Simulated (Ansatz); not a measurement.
Ir under changes of volume

One of the cells (14.627 Å³/atom); the others are scaled copies at fixed shape and fractional positions:

```
Ir
1.0
     2.75138    0.00000    0.00000
    -1.37569    2.38276    0.00000
     0.00000    0.00000    4.46229
Ir
2
Cartesian
  0.0000 1.5885 1.1156
  1.3757 0.7943 3.3467
```

This isn't the form of Ir at room conditions, which is fcc.

```yaml
Program: Ansatz 0.2.0
Functional: HSE06
Potentials_or_basis: Ansatz PAW
Cutoff: "420 eV (not typed: the program's choice for these potentials)"
k_mesh: 6 × 6 × 4
Occupations: fermi-dirac, width 0.05 eV
Spin: no spin polarisation
```

| volume (Å³/atom) | energy over the lowest point (meV/atom) | pressure (GPa) |
| --- | --- | --- |
| 13.749 | ? | ? |
| 14.042 | 0.00 | -0.6 |
| 14.335 | 8.38 | -8.3 |
| 14.627 | 30.01 | -15.1 |
| 14.920 | 63.30 | -21.1 |
| 15.212 | 106.81 | -26.3 |
| 15.505 | 159.31 | -30.9 |

Question: What does the run at 13.749 Å³/atom give?

Answer: Energy over the lowest point 6.63 meV/atom; pressure 8.2 GPa.

Worked out: A Birch-Murnaghan fit of order 3 (a polynomial in V^(-2/3)) to the other rows has its minimum at 14.02 Å³/atom, just outside them, with B0 = V·E''(V) = 401 GPa and B' = 5.2 at fixed shape and positions, which overstates the stiffness. It gives 6.81 meV/atom at 13.749 Å³/atom, against the run's 6.63, and -dE/dV = 8.2 GPa, against 8.2.

Energies are extrapolated to zero smearing.

Caveats: all runs use coarse meshes; the PAW data sets come from PBE, with cores solved anew for the run's functional, which leaves a small shift of forces and pressure; the thresholds are loose for stress.
